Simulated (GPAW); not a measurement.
A run of GPAW 26.7.0 is set up as follows.

Contents of run.py:

```python
from ase import Atoms
from ase.eos import EquationOfState
from ase.io import Trajectory
from ase.units import GPa
from ase.parallel import parprint
from gpaw import GPAW, PW, setup_paths

setup_paths.insert(0, '.')

atoms = Atoms(['Au', 'Cu'],
              cell=[[1.4430568479, 0.8331492596, 4.2561707609],
                    [-1.4430568479, 0.8331492596, 4.2561707609],
                    [0.0, -1.6662985192, 4.2561707609]],
              scaled_positions=[[0.0, 0.0, 0.0],
                                [0.5, 0.5, 0.5]],
              pbc=True)

traj = Trajectory('eos.traj', 'w')
volumes, energies = [], []
for x in [0.94, 0.96, 0.98, 1.0, 1.02, 1.04, 1.06]:
    a = atoms.copy()
    a.set_cell(atoms.cell * x**(1 / 3), scale_atoms=True)
    calc = GPAW(mode=PW(600),
                xc='PBEsol',
                kpts={'size': (11, 11, 11), 'gamma': True},
                occupations={'name': 'fermi-dirac', 'width': 0.05},
                nbands=23,
                convergence={'density': 1e-05, 'energy': 1e-05},
                maxiter=150,
                txt=f'eos-{x:.2f}.txt')
    a.calc = calc
    energies.append(a.get_potential_energy(force_consistent=True))
    volumes.append(a.get_volume())
    p = -a.get_stress()[:3].mean() / GPa
    calc.write(f'eos-{x:.2f}.gpw')
    traj.write(a)
    parprint(f'{x:.2f} {volumes[-1]:10.4f} A^3 {energies[-1]:14.6f} eV {p:9.3f} GPa', flush=True)

v0, e0, B = EquationOfState(volumes, energies, eos='birchmurnaghan').fit()
parprint(f'V0 = {v0:.4f} A^3, E0 = {e0:.6f} eV, B0 = {B / GPa:.2f} GPa')
```

Potentials or basis: PAW data sets generated in the run's folder for this functional, pw.

Run with:

```bash
$ gpaw-setup -f PBEsol Au Cu
$ OMP_NUM_THREADS=1 mpirun -n 4 gpaw python run.py
```

Problem. What does it give for the equilibrium volume?

Solution. 14.74 Å³/atom.

Problem. Estimate the bulk modulus at fixed shape and positions.

Solution. 164 GPa.

Problem. Predict the pressure derivative of the bulk modulus.

Solution. 5.6.

Energy against volume, from the lowest point:
| volume (Å³/atom) | energy (meV/atom) |
| --- | --- |
| 14.430 | 3.56 |
| 14.737 | 0.00 |
| 15.044 | 3.00 |
| 15.351 | 11.72 |
| 15.658 | 25.44 |
| 15.965 | 43.49 |
| 16.272 | 65.30 |

Caveat: with these Cu and Au data sets, volumes or pressures lay over 1.5 % or 2 GPa off other programs in two to four cells of ten; the cell was scaled at fixed shape and fractional positions, which overstates the stiffness of a crystal with free parameters, most of all of layers and chains; the program warned that so skewed a cell can give wrong results. Spin-orbit coupling is left out, which matters for the levels of Au.
